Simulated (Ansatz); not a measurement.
Runs of Ansatz 0.2.0 on Rh. Symmetry: Fm-3m, No. 225, cubic system. The conventional cell has a = 3.796 Å, b = 3.796 Å, c = 3.796 Å, α = 90.00°, β = 90.00°, γ = 90.00°. Rh (site symmetry m-3m) is surrounded by 12 Rh at 2.68 Å. 

```csv
task,level,spin,cell,k mesh,smearing,atoms under strain,points for each segment of the path,mesh quality,gap on the mesh (eV),pressure (GPa)
single point,PBEsol,off,as given,12 × 12 × 12,gaussian 0.02 eV,-,-,not flagged,none,-3.8
elastic constants,PBE,off,as given,9 × 9 × 9,fermi-dirac 0.05 eV,relaxed,-,not flagged,none,7.5
single point,PBE0,"SOC, no magnetisation",as given,5 × 5 × 5,fermi-dirac 0.05 eV,-,-,coarse,none,-1.6
atomic charges,PBEsol,"SOC, no magnetisation",as given,9 × 9 × 9,methfessel-paxton 0.1 eV,-,-,not flagged,none,(c)
single point,PBE,off,as given,12 × 12 × 12,gaussian 0.05 eV,-,-,not flagged,none,7.2
single point,PBE0,off,as given,6 × 6 × 6,fermi-dirac 0.05 eV,-,-,coarse,none,(a)
band structure,HSE03,off,as given,6 × 6 × 6,fermi-dirac 0.05 eV,-,4,coarse,none,-1.7
relaxation of cell and atoms,PBE0,off,relaxed,6 × 6 × 6,fermi-dirac 0.05 eV,-,-,coarse,none,0.0
atomic charges,LDA+D3(BJ),off,as given,12 × 12 × 12,methfessel-paxton 0.1 eV,-,-,not flagged,none,-17.9
single point,HSE06,"SOC, no magnetisation",as given,5 × 5 × 5,fermi-dirac 0.05 eV,-,-,coarse,none,-0.9
elastic constants,PBEsol,off,as given,9 × 9 × 9,fermi-dirac 0.05 eV,relaxed,-,not flagged,none,(b)
single point,PBE,off,as given,12 × 12 × 12,gaussian 0.1 eV,-,-,not flagged,none,7.2
```

Alike in all rows: potentials or basis Ansatz PAW; cutoff (eV) 420.

**Question.** Estimate the missing entries.

**Answer.** (a) -3.0; (b) -3.5; (c) -3.3.

Caveats: some runs use coarse meshes; the PAW data sets come from PBE, with cores solved anew for the run's functional, which leaves a small shift of forces and pressure (some runs); the thresholds are loose for stress (some runs); the cell is more than 3 GPa from zero pressure, which shifts response properties (some runs); elastic constants of metals need much finer meshes, so these are rough (some runs); the plane-wave basis is chosen anew once the cell has moved, so the energies of steps on either side of that aren't comparable (some runs); so large a pressure means that the cell lies far from this level's equilibrium, or that cutoff or potentials fall short (some runs); pairwise dispersion overbinds metals, which lowers pressure and volume (some runs).

A k mesh can miss the band edges, and rows without SOC leave out spin-orbit coupling on Rh.

A gap of «none» marks a metal or a gap under the smearing width.
